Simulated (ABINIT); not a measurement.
Crystal: InP.

```
In P
1.0
     0.00000    2.93050    2.93050
     2.93050    0.00000    2.93050
     2.93050    2.93050    0.00000
In P
1 1
Direct
  0.00000 0.00000 0.00000
  0.75000 0.75000 0.75000
```

```yaml
Program: ABINIT 10.8.3 (patched build)
Task: relaxation of cell and atoms
Functional: LDA
Potentials_or_basis: PseudoDojo NC SR LDA v0.4.1 standard
Cutoff: 952 eV
k_mesh: 6 × 6 × 6
Occupations: fermi-dirac, width 0.05 eV
Spin: no spin polarisation
```

At the start: pressure -1.3 GPa; volume 25.17 Å³/atom.

**Question.** Where does the relaxation end?

**Answer.** Over 4 steps the energy falls by 2.1 meV/atom and the volume is 24.68 Å³/atom (-1.9 %); space group F-43m (No. 216, to 0.05 Å).

The path:
| step | energy change (eV) | largest force (eV/Å) | pressure (GPa) | volume (Å³) |
| --- | --- | --- | --- | --- |
| 1 | 0.0000 | 0.0000 | -1.34 | 50.33 |
| 2 | -0.0016 | 0.0000 | -1.07 | 50.13 |
| 3 | -0.0042 | 0.0000 | 0.04 | 49.33 |
| 4 | -0.0042 | 0.0000 | 0.00 | 49.35 |

Final structure:
```
In P
1.0
     0.00000    2.91135    2.91135
     2.91135    0.00000    2.91135
     2.91135    2.91135    0.00000
In P
1 1
Cartesian
  0.0000 0.0000 0.0000
  4.3670 4.3670 4.3670
```
